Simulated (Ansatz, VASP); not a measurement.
Two plane-wave programs on GaN

```
Ga N
1.0
    -0.09065    2.12329    2.12329
     2.12329   -0.09065    2.12329
     2.12329    2.12329   -0.09065
Ga N
1 1
Direct
  0.00000 0.00000 0.00000
  0.50000 0.50000 0.50000
```

Change from the starting cell: epitaxial_111 strain +5.0%.

Alike in both runs: task single point; functional r2SCAN; k mesh 10 × 10 × 10; occupations fermi-dirac, width 0.02 eV; no spin polarisation.

|  | VASP | Ansatz |
| --- | --- | --- |
| version | VASP 6.6.1 | Ansatz 0.2.0 |
| potentials or method | VASP PAW PBE potentials, release 64 (Ga_d, N) | plane waves, PAW |
| plane-wave cutoff (eV) | 520 | 500 |
| valence electrons in the cell | 18 | 18 |

VASP gave:

```
pressure (GPa)                                  : -15.8
largest component of the traceless stress (GPa) : 8.21
```

Q: Which values does Ansatz return?

A: Pressure (GPa): -16.5; largest component of the traceless stress (GPa): 8.26.

Caveats: so large a pressure means that the cell lies far from this level's equilibrium, or that cutoff or potentials fall short (VASP); the potentials were made for another functional, which shifts forces and pressure (VASP).
